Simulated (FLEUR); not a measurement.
# CdS (Hawleyite) (F-43m) in FLEUR: a series of runs

Runs on CdS (Hawleyite). Level: r2SCAN. Tasks: band structure, equation of state.

Program: FLEUR MaX-R8.1 (later development tree). These are calculated values, not measurements. Logs are shortened: lines on timing, memory, paths and dates and some standing lists are left out, and cuts for length are marked.

## Step 1: Starting point

Symmetry: F-43m, No. 216, cubic system. Conventional cell: a = 5.833 Å, b = 5.833 Å, c = 5.833 Å, α = 90.00°, β = 90.00°, γ = 90.00°. Around Cd (site symmetry -43m) lie 4 S at 2.53 Å. Around S (site symmetry -43m) lie 4 Cd at 2.53 Å.

## Step 2: Band structure, r2SCAN

File inp.xml:

```xml
<?xml version="1.0" encoding="UTF-8" standalone="no"?>
<fleurInput fleurInputVersion="0.39">
   <comment>
      CdS                                                                                                 
   </comment>
   <calculationSetup>
      <cutoffs Kmax="5.19" Gmax="16.1" GmaxXC="16.1" numbands="0"/>
      <scfLoop itmax="60" minDistance="0.00001" maxIterBroyd="15" imix="Anderson" alpha="0.05" precondParam="0.0" spinf="2.0" sdNocoIR="T"/>
      <coreElectrons ctail="F" frcor="F" kcrel="0" coretail_lmax="0"/>
      <xcFunctional name="LibXC" relativisticCorrections="F">
         <LibXCName exchange="mgga_x_r2scan" correlation="mgga_c_r2scan"/>
         <AuxGGA exchange="117" correlation="130"/>
      </xcFunctional>
      <magnetism jspins="1"/>
      <soc l_soc="F" theta="0.0" phi="0.0" spav="F"/>
      <expertModes spex="0" secvar="F"/>
      <geometryOptimization l_f="F" forcealpha="1.0" forcemix="BFGS" epsdisp="0.00001" epsforce="0.00001"/>
      <ldaU l_linMix="F" mixParam="0.05" spinf="1.0"/>
   </calculationSetup>
   <cell>
      <bzIntegration valenceElectrons="26.0" mode="hist" fermiSmearingEnergy="0.00183747">
         <kPointListSelection listName="default-1"/>
         <!-- k-points included here -->
[... 33 lines left out ...]
            <stateOccupation state="(3p1/2)" spinUp="0.666667" spinDown="0.666667"/>
            <stateOccupation state="(3p3/2)" spinUp="1.333333" spinDown="1.333333"/>
         </electronConfig>
         <energyParameters s="3" p="3" d="3" f="4"/>
         <lo type="SCLO" l="0" n="3" eDeriv="2"/>
         <lo type="SCLO" l="1" n="3" eDeriv="2"/>
         <lo type="SCLO" l="2" n="3" eDeriv="2"/>
         <lo type="SCLO" l="3" n="4" eDeriv="2"/>
      </species>
   </atomSpecies>
   <atomGroups>
      <atomGroup species="Cadmium (Cd)">
         <relPos label="                   1">.0000000000 .0000000000 .0000000000</relPos>
         <force calculate="T" relaxXYZ="TTT"/>
      </atomGroup>
      <atomGroup species="Sulfur (S)">
         <relPos label="                   2">-1.000/4.000 -1.000/4.000 -1.000/4.000</relPos>
         <force calculate="T" relaxXYZ="TTT"/>
      </atomGroup>
   </atomGroups>
   <output dos="F" band="F" slice="F">
      <checks vchk="F" cdinf="F"/>
      <bandDOS minEnergy="-.5*Htr" maxEnergy="0.5*Htr" sigma="0.015" storeEVData="T"/>
      <vacuumDOS vacdos="F" integ="F" star="F" nstars="0" locx1="0.0" locy1="0.0" locx2="0.0" locy2="0.0" nstm="0" tworkf="0.0"/>
      <unfoldingBand unfoldBand="F" supercellX="1" supercellY="1" supercellZ="1"/>
      <plotting iplot="0" polar="F">
         <plot TwoD="T" vec1="  1.0  0.0  0.0" vec2="  0.0  1.0  0.0" vec3="  0.0  0.0  1.0" zero="  0.0  0.0  0.0" file="plot"/>
      </plotting>
      <chargeDensitySlicing numkpt="0" minEigenval="0.0" maxEigenval="0.0" nnne="0" pallst="F"/>
      <specialOutput eonly="F"/>
      <moessbauerParams electricFieldGradient="T" isomerShift="T" coreHyperfine="T" valenceHyperfine="T"/>
      <magneticCircularDichroism mcd="F" energyLo="-10.0" energyUp="0.0"/>
   </output>
  <!-- We include the file relax.xml here to enable relaxations (see documentation) -->
  <xi:include xmlns:xi="http://www.w3.org/2001/XInclude" href="relax.xml"> <xi:fallback/> </xi:include>
</fleurInput>
```

File crystal.txt:

```
CdS
&input cartesian=F /
0.0000000000  2.9165000000  2.9165000000
2.9165000000  0.0000000000  2.9165000000
2.9165000000  2.9165000000  0.0000000000
1.8897261246
1.0 1.0 1.0

2
48 0.0000000000  0.0000000000  0.0000000000
16 0.7500000000  0.7500000000  0.7500000000

&kpt div1=8 div2=8 div3=8 gamma=T /
```

File inp.xml (bands):

```
<?xml version="1.0" encoding="UTF-8" standalone="no"?>
<fleurInput fleurInputVersion="0.39">
   <comment>
      CdS                                                                                                 
   </comment>
   <calculationSetup>
      <cutoffs Kmax="5.19" Gmax="16.1" GmaxXC="16.1" numbands="0"/>
      <scfLoop itmax="60" minDistance="0.00001" maxIterBroyd="15" imix="Anderson" alpha="0.05" precondParam="0.0" spinf="2.0" sdNocoIR="T"/>
      <coreElectrons ctail="F" frcor="F" kcrel="0" coretail_lmax="0"/>
      <xcFunctional name="LibXC" relativisticCorrections="F">
         <LibXCName exchange="mgga_x_r2scan" correlation="mgga_c_r2scan"/>
         <AuxGGA exchange="117" correlation="130"/>
      </xcFunctional>
      <magnetism jspins="1"/>
      <soc l_soc="F" theta="0.0" phi="0.0" spav="F"/>
      <expertModes spex="0" secvar="F"/>
      <geometryOptimization l_f="F" forcealpha="1.0" forcemix="BFGS" epsdisp="0.00001" epsforce="0.00001"/>
      <ldaU l_linMix="F" mixParam="0.05" spinf="1.0"/>
   </calculationSetup>
   <cell>
      <bzIntegration valenceElectrons="26.0" mode="hist" fermiSmearingEnergy="0.00183747">
         <kPointListSelection listName="path-1"/>
         <!-- k-points included here -->
         <xi:include xmlns:xi="http://www.w3.org/2001/XInclude" href="kpts.xml"> </xi:include>
[... 33 lines left out ...]
            <stateOccupation state="(3p3/2)" spinUp="1.333333" spinDown="1.333333"/>
         </electronConfig>
         <energyParameters s="3" p="3" d="3" f="4"/>
         <lo type="SCLO" l="0" n="3" eDeriv="2"/>
         <lo type="SCLO" l="1" n="3" eDeriv="2"/>
         <lo type="SCLO" l="2" n="3" eDeriv="2"/>
         <lo type="SCLO" l="3" n="4" eDeriv="2"/>
      </species>
   </atomSpecies>
   <atomGroups>
      <atomGroup species="Cadmium (Cd)">
         <relPos label="                   1">.0000000000 .0000000000 .0000000000</relPos>
         <force calculate="T" relaxXYZ="TTT"/>
      </atomGroup>
      <atomGroup species="Sulfur (S)">
         <relPos label="                   2">-1.000/4.000 -1.000/4.000 -1.000/4.000</relPos>
         <force calculate="T" relaxXYZ="TTT"/>
      </atomGroup>
   </atomGroups>
   <output dos="F" band="T" slice="F">
      <checks vchk="F" cdinf="F"/>
      <bandDOS minEnergy="-.5*Htr" maxEnergy="0.5*Htr" sigma="0.015" storeEVData="T"/>
      <vacuumDOS vacdos="F" integ="F" star="F" nstars="0" locx1="0.0" locy1="0.0" locx2="0.0" locy2="0.0" nstm="0" tworkf="0.0"/>
      <unfoldingBand unfoldBand="F" supercellX="1" supercellY="1" supercellZ="1"/>
      <plotting iplot="0" polar="F">
         <plot TwoD="T" vec1="  1.0  0.0  0.0" vec2="  0.0  1.0  0.0" vec3="  0.0  0.0  1.0" zero="  0.0  0.0  0.0" file="plot"/>
      </plotting>
      <chargeDensitySlicing numkpt="0" minEigenval="0.0" maxEigenval="0.0" nnne="0" pallst="F"/>
      <specialOutput eonly="F"/>
      <moessbauerParams electricFieldGradient="T" isomerShift="T" coreHyperfine="T" valenceHyperfine="T"/>
      <magneticCircularDichroism mcd="F" energyLo="-10.0" energyUp="0.0"/>
   </output>
  <!-- We include the file relax.xml here to enable relaxations (see documentation) -->
  <xi:include xmlns:xi="http://www.w3.org/2001/XInclude" href="relax.xml"> <xi:fallback/> </xi:include>
</fleurInput>
```

Potentials or basis: all-electron, FLAPW.

Command:

```
inpgen -f crystal.txt -profile fastHighL
# inp.xml edited to the form shown
fleur_MPI
fleur_MPI   # second run, on inp.xml (bands)
```

Standard output:

```text
Welcome to FLEUR        (www.flapw.de)
      MaX-Release 8.1          (www.max-centre.eu)
 func_ids         498         497         498         497
 MetaGGA potential functional detected - V_tau will be computed
 Auxiliary Potential for radial basis: exchange=         117  correlation=         130
The functional 'Re-regularized SCAN exchange by Furness et al' is an exchange functional, it belongs to the 'MGGA' family and is defined in the reference(s):
[1] J. W. Furness, A. D. Kaplan, J. Ning, J. P. Perdew, and J. Sun.,  J. Phys. Chem. Lett. 11, 8208-8215 (2020)
[2] J. W. Furness, A. D. Kaplan, J. Ning, J. P. Perdew, and J. Sun.,  J. Phys. Chem. Lett. 11, 9248-9248 (2020)
The functional 'Re-regularized SCAN correlation by Furness et al' is a correlation functional, it belongs to the 'MGGA' family and is defined in the reference(s):
[1] J. W. Furness, A. D. Kaplan, J. Ning, J. P. Perdew, and J. Sun.,  J. Phys. Chem. Lett. 11, 8208-8215 (2020)
[2] J. W. Furness, A. D. Kaplan, J. Ning, J. P. Perdew, and J. Sun.,  J. Phys. Chem. Lett. 11, 9248-9248 (2020)
 Using same functional for VXC and EXC

 ========== k-point set info ==========
 Selected k-point list: default-1
 k-point list type: mesh
 8 x 8 x 8
 Number of k points: 29

 ------------Calculation Setup---------------------------
 Number of MPI-tasks      :            1
 Number of PE/node        :            1
 Number of OMP-threads    :            1
 Most efficient MPI parallelization for:
           1          29
 Additional eigenvalue parallelization possible
 Number of basis functions:          887
 Approximate size of matrices (H+S) per k-point:         0.023 GB
 --------------------------------------------------------
The functional 'Hammer, Hansen, and Norskov' is an exchange functional, it belongs to the 'GGA' family and is defined in the reference(s):
[1] B. Hammer, L. B. Hansen, and J. K. Nørskov.,  Phys. Rev. B 59, 7413 (1999)
The functional 'Perdew, Burke & Ernzerhof' is a correlation functional, it belongs to the 'GGA' family and is defined in the reference(s):
[1] J. P. Perdew, K. Burke, and M. Ernzerhof.,  Phys. Rev. Lett. 77, 3865 (1996)
[2] J. P. Perdew, K. Burke, and M. Ernzerhof.,  Phys. Rev. Lett. 78, 1396 (1997)
 Using same functional for VXC and EXC
 Using auxiliary GGA potential for the first iteration of MetaGGA calculation.
 Reset of history
 Reset of history
 Iteration:     1   Distance:      20.31799748 me/bohr^3
The functional 'Hammer, Hansen, and Norskov' is an exchange functional, it belongs to the 'GGA' family and is defined in the reference(s):
[1] B. Hammer, L. B. Hansen, and J. K. Nørskov.,  Phys. Rev. B 59, 7413 (1999)
The functional 'Perdew, Burke & Ernzerhof' is a correlation functional, it belongs to the 'GGA' family and is defined in the reference(s):
[1] J. P. Perdew, K. Burke, and M. Ernzerhof.,  Phys. Rev. Lett. 77, 3865 (1996)
[2] J. P. Perdew, K. Burke, and M. Ernzerhof.,  Phys. Rev. Lett. 78, 1396 (1997)
 Using same functional for VXC and EXC
 Iteration:     2   Distance:      18.90883967 me/bohr^3
The functional 'Hammer, Hansen, and Norskov' is an exchange functional, it belongs to the 'GGA' family and is defined in the reference(s):
[1] B. Hammer, L. B. Hansen, and J. K. Nørskov.,  Phys. Rev. B 59, 7413 (1999)
The functional 'Perdew, Burke & Ernzerhof' is a correlation functional, it belongs to the 'GGA' family and is defined in the reference(s):
[1] J. P. Perdew, K. Burke, and M. Ernzerhof.,  Phys. Rev. Lett. 77, 3865 (1996)
[2] J. P. Perdew, K. Burke, and M. Ernzerhof.,  Phys. Rev. Lett. 78, 1396 (1997)
 Using same functional for VXC and EXC
 Iteration:     3   Distance:      17.84799670 me/bohr^3
The functional 'Hammer, Hansen, and Norskov' is an exchange functional, it belongs to the 'GGA' family and is defined in the reference(s):
[1] B. Hammer, L. B. Hansen, and J. K. Nørskov.,  Phys. Rev. B 59, 7413 (1999)
The functional 'Perdew, Burke & Ernzerhof' is a correlation functional, it belongs to the 'GGA' family and is defined in the reference(s):
[1] J. P. Perdew, K. Burke, and M. Ernzerhof.,  Phys. Rev. Lett. 77, 3865 (1996)
[2] J. P. Perdew, K. Burke, and M. Ernzerhof.,  Phys. Rev. Lett. 78, 1396 (1997)
 Using same functional for VXC and EXC
 Iteration:     4   Distance:       6.94364155 me/bohr^3
The functional 'Hammer, Hansen, and Norskov' is an exchange functional, it belongs to the 'GGA' family and is defined in the reference(s):
[1] B. Hammer, L. B. Hansen, and J. K. Nørskov.,  Phys. Rev. B 59, 7413 (1999)
The functional 'Perdew, Burke & Ernzerhof' is a correlation functional, it belongs to the 'GGA' family and is defined in the reference(s):
[1] J. P. Perdew, K. Burke, and M. Ernzerhof.,  Phys. Rev. Lett. 77, 3865 (1996)
[2] J. P. Perdew, K. Burke, and M. Ernzerhof.,  Phys. Rev. Lett. 78, 1396 (1997)
 Using same functional for VXC and EXC
 Iteration:     5   Distance:       2.25488800 me/bohr^3
The functional 'Hammer, Hansen, and Norskov' is an exchange functional, it belongs to the 'GGA' family and is defined in the reference(s):
[1] B. Hammer, L. B. Hansen, and J. K. Nørskov.,  Phys. Rev. B 59, 7413 (1999)
The functional 'Perdew, Burke & Ernzerhof' is a correlation functional, it belongs to the 'GGA' family and is defined in the reference(s):
[1] J. P. Perdew, K. Burke, and M. Ernzerhof.,  Phys. Rev. Lett. 77, 3865 (1996)
[2] J. P. Perdew, K. Burke, and M. Ernzerhof.,  Phys. Rev. Lett. 78, 1396 (1997)
 Using same functional for VXC and EXC
 Iteration:     6   Distance:       1.36469824 me/bohr^3
The functional 'Hammer, Hansen, and Norskov' is an exchange functional, it belongs to the 'GGA' family and is defined in the reference(s):
[1] B. Hammer, L. B. Hansen, and J. K. Nørskov.,  Phys. Rev. B 59, 7413 (1999)
The functional 'Perdew, Burke & Ernzerhof' is a correlation functional, it belongs to the 'GGA' family and is defined in the reference(s):
[1] J. P. Perdew, K. Burke, and M. Ernzerhof.,  Phys. Rev. Lett. 77, 3865 (1996)
[2] J. P. Perdew, K. Burke, and M. Ernzerhof.,  Phys. Rev. Lett. 78, 1396 (1997)
 Using same functional for VXC and EXC
[... 82 lines left out ...]
[2] J. P. Perdew, K. Burke, and M. Ernzerhof.,  Phys. Rev. Lett. 78, 1396 (1997)
 Using same functional for VXC and EXC
 Iteration:    19   Distance:       0.00029033 me/bohr^3
The functional 'Hammer, Hansen, and Norskov' is an exchange functional, it belongs to the 'GGA' family and is defined in the reference(s):
[1] B. Hammer, L. B. Hansen, and J. K. Nørskov.,  Phys. Rev. B 59, 7413 (1999)
The functional 'Perdew, Burke & Ernzerhof' is a correlation functional, it belongs to the 'GGA' family and is defined in the reference(s):
[1] J. P. Perdew, K. Burke, and M. Ernzerhof.,  Phys. Rev. Lett. 77, 3865 (1996)
[2] J. P. Perdew, K. Burke, and M. Ernzerhof.,  Phys. Rev. Lett. 78, 1396 (1997)
 Using same functional for VXC and EXC
 Iteration:    20   Distance:       0.00016752 me/bohr^3
The functional 'Hammer, Hansen, and Norskov' is an exchange functional, it belongs to the 'GGA' family and is defined in the reference(s):
[1] B. Hammer, L. B. Hansen, and J. K. Nørskov.,  Phys. Rev. B 59, 7413 (1999)
The functional 'Perdew, Burke & Ernzerhof' is a correlation functional, it belongs to the 'GGA' family and is defined in the reference(s):
[1] J. P. Perdew, K. Burke, and M. Ernzerhof.,  Phys. Rev. Lett. 77, 3865 (1996)
[2] J. P. Perdew, K. Burke, and M. Ernzerhof.,  Phys. Rev. Lett. 78, 1396 (1997)
 Using same functional for VXC and EXC
 Iteration:    21   Distance:       0.00009284 me/bohr^3
The functional 'Hammer, Hansen, and Norskov' is an exchange functional, it belongs to the 'GGA' family and is defined in the reference(s):
[1] B. Hammer, L. B. Hansen, and J. K. Nørskov.,  Phys. Rev. B 59, 7413 (1999)
The functional 'Perdew, Burke & Ernzerhof' is a correlation functional, it belongs to the 'GGA' family and is defined in the reference(s):
[1] J. P. Perdew, K. Burke, and M. Ernzerhof.,  Phys. Rev. Lett. 77, 3865 (1996)
[2] J. P. Perdew, K. Burke, and M. Ernzerhof.,  Phys. Rev. Lett. 78, 1396 (1997)
 Using same functional for VXC and EXC
 Iteration:    22   Distance:       0.00002546 me/bohr^3
The functional 'Hammer, Hansen, and Norskov' is an exchange functional, it belongs to the 'GGA' family and is defined in the reference(s):
[1] B. Hammer, L. B. Hansen, and J. K. Nørskov.,  Phys. Rev. B 59, 7413 (1999)
The functional 'Perdew, Burke & Ernzerhof' is a correlation functional, it belongs to the 'GGA' family and is defined in the reference(s):
[1] J. P. Perdew, K. Burke, and M. Ernzerhof.,  Phys. Rev. Lett. 77, 3865 (1996)
[2] J. P. Perdew, K. Burke, and M. Ernzerhof.,  Phys. Rev. Lett. 78, 1396 (1997)
 Using same functional for VXC and EXC
 Iteration:    23   Distance:       0.00000406 me/bohr^3

 ********************************************************************
 Run finished successfully
 Stop message:
   all done
 ********************************************************************
```

It took 4.8 min on 1 thread of Intel Xeon 6975P-C (Granite Rapids), shared host; peak memory 0.1 GiB.

What came out:

```yaml
Free_energy: -163146.4417 eV
Band_gap_on_the_k_mesh: 1.60 eV, direct
Band_gap_along_the_path: 1.60 eV, direct
Valence_electrons_inside_the_program's_atomic_spheres: Cd 18.51; S 3.53 (radii Cd 2.53, S 1.89 bohr)
```

Levels at the corners of the path, in eV from the valence-band top:
| point | band 9 | band 10 | band 11 | band 12 | band 13 | band 14 | band 15 | band 16 | band 17 | band 18 |
| --- | --- | --- | --- | --- | --- | --- | --- | --- | --- | --- |
| Γ | -7.50 | -7.50 | 0.00 | 0.00 | 0.00 | 1.60 | 7.09 | 7.09 | 7.09 | 11.91 |
| X | -7.41 | -7.04 | -3.96 | -1.91 | -1.91 | 3.85 | 4.76 | 9.75 | 11.57 | 11.57 |
| W | -7.49 | -6.85 | -3.89 | -2.29 | -2.24 | 5.71 | 5.96 | 7.83 | 8.40 | 11.94 |
| K | -7.45 | -6.91 | -3.93 | -2.58 | -1.55 | 4.61 | 5.87 | 8.92 | 9.62 | 10.28 |
| Γ | -7.50 | -7.50 | 0.00 | 0.00 | 0.00 | 1.60 | 7.09 | 7.09 | 7.09 | 11.91 |
| L | -7.46 | -7.11 | -4.44 | -0.76 | -0.76 | 3.49 | 7.50 | 7.50 | 7.84 | 11.49 |
| U | -7.45 | -6.91 | -3.93 | -2.58 | -1.55 | 4.61 | 5.87 | 8.92 | 9.62 | 10.28 |
| W | -7.49 | -6.85 | -3.89 | -2.29 | -2.24 | 5.71 | 5.96 | 7.83 | 8.40 | 11.94 |
| L | -7.46 | -7.11 | -4.44 | -0.76 | -0.76 | 3.49 | 7.50 | 7.50 | 7.84 | 11.49 |
| K | -7.45 | -6.91 | -3.93 | -2.58 | -1.55 | 4.61 | 5.87 | 8.92 | 9.62 | 10.28 |
| U | -7.45 | -6.91 | -3.93 | -2.58 | -1.55 | 4.61 | 5.87 | 8.92 | 9.62 | 10.28 |
| X | -7.41 | -7.04 | -3.96 | -1.91 | -1.91 | 3.85 | 4.76 | 9.75 | 11.57 | 11.57 |

Core levels (eV from the Fermi level):
```tsv
atom	levels
1 Cd	1s1/2 -26506.5, 2s1/2 -3929.9, 2p1/2 -3657.6, 2p3/2 -3465.2, 3s1/2 -728.5, 3p1/2 -619.5, 3p3/2 -585.1, 3d3/2 -392.4, 3d5/2 -385.4
2 S	1s1/2 -2398.7, 2s1/2 -204.3, 2p1/2 -149.7, 2p3/2 -148.5
```

Caveat: the meta-GGA is that of a development version, with a GGA for the radial functions and cores and without core tails. r2SCAN opens gaps a little over a GGA but as a rule still falls short of measured ones.

## Step 3: Equation of state, r2SCAN, 23.32 Å³/atom (volume scaled by 0.94)

Changes to inp.xml since step 2:

```diff
@@ -6,3 +6,3 @@
    <calculationSetup>
-      <cutoffs Kmax="5.19" Gmax="16.1" GmaxXC="16.1" numbands="0"/>
+      <cutoffs Kmax="5.33" Gmax="16.5" GmaxXC="16.5" numbands="0"/>
       <scfLoop itmax="60" minDistance="0.00001" maxIterBroyd="15" imix="Anderson" alpha="0.05" precondParam="0.0" spinf="2.0" sdNocoIR="T"/>
@@ -27,3 +27,3 @@
       <xi:include xmlns:xi="http://www.w3.org/2001/XInclude" href="sym.xml"> </xi:include>
-      <bulkLattice scale="1.0">
+      <bulkLattice scale="0.9795861087">
          <bravaisMatrix>
@@ -37,3 +37,3 @@
       <species name="Cadmium (Cd)" element="Cd" atomicNumber="48">
-         <mtSphere radius="2.53" gridPoints="837" logIncrement="0.015"/>
+         <mtSphere radius="2.45" gridPoints="837" logIncrement="0.015"/>
          <atomicCutoffs lmax="10" lnonsphr="8"/>
@@ -51,3 +51,3 @@
       <species name="Sulfur (S)" element="S" atomicNumber="16">
-         <mtSphere radius="1.89" gridPoints="625" logIncrement="0.018"/>
+         <mtSphere radius="1.84" gridPoints="625" logIncrement="0.018"/>
          <atomicCutoffs lmax="8" lnonsphr="6"/>
```

Potentials or basis: all-electron, FLAPW.

Command:

```
inpgen -f crystal.txt -profile fastHighL
# inp.xml edited to the form shown
fleur_MPI
```

Wall time 3.9 min (1 thread of Intel Xeon 6975P-C (Granite Rapids), shared host); peak memory 0.1 GiB.

Results (log left out):

| Item | Value |
| --- | --- |
| Free energy | -163146.3734 eV |
| Band gap on the k mesh | 1.74 eV, direct |
| Valence electrons inside the program's atomic spheres | Cd 18.39; S 3.37 (radii Cd 2.45, S 1.84 bohr) |

Caveat: the meta-GGA is that of a development version, with a GGA for the radial functions and cores and without core tails.

## Step 4: Equation of state, r2SCAN, 23.82 Å³/atom (volume scaled by 0.96)

Changes to inp.xml since step 3:

```diff
@@ -27,3 +27,3 @@
       <xi:include xmlns:xi="http://www.w3.org/2001/XInclude" href="sym.xml"> </xi:include>
-      <bulkLattice scale="0.9795861087">
+      <bulkLattice scale="0.9864848297">
          <bravaisMatrix>
```

Command:

```
inpgen -f crystal.txt -profile fastHighL
# inp.xml edited to the form shown
fleur_MPI
```

Run time: 4.6 min. Hardware: 1 thread of Intel Xeon 6975P-C (Granite Rapids), shared host; peak memory 0.11 GiB.

The run converged. Its results:

| Property | Result |
| --- | --- |
| Free energy | -163146.4067 eV |
| Band gap on the k mesh | 1.69 eV, direct |
| Valence electrons inside the program's atomic spheres | Cd 18.37; S 3.36 (radii Cd 2.45, S 1.84 bohr) |

Caveat: the meta-GGA is that of a development version, with a GGA for the radial functions and cores and without core tails.

(Part 1 of 2 ends here.)
